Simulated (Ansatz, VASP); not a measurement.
**Two plane-wave programs on Te2Mo**

```xyz
3
Lattice="3.5602 0.0000 0.0000 -1.7801 3.0833 0.0000 0.0000 0.0000 17.5241" Properties=species:S:1:pos:R:3 pbc="T T T"
Te    0.0000    2.0555   15.7341
Te    0.0000    2.0555    1.7900
Mo    0.0000    0.0000    0.0000
```

Alike in both runs: task single point; functional LDA; k mesh 6 × 6 × 1; occupations gaussian, width 0.1 eV; no spin polarisation.

|  | VASP | Ansatz |
| --- | --- | --- |
| version | VASP 6.6.1 | Ansatz 0.2.0 |
| potentials or method | VASP PAW LDA potentials, release 64 (Te, Mo_sv) | plane waves, PAW |
| plane-wave cutoff (eV) | 520 | 517 |
| valence electrons in the cell | 26 | 46 |

Ansatz gave:

| Quantity | Value |
| --- | --- |
| rms of the force components (eV/Å) | 0.197 |

Q: Which values does VASP return?

A: rms of the force components (eV/Å): 0.172.

Atom by atom the forces differ by 0.025 eV/Å (rms over components). The two sets of potentials don't hold the same shells in valence.
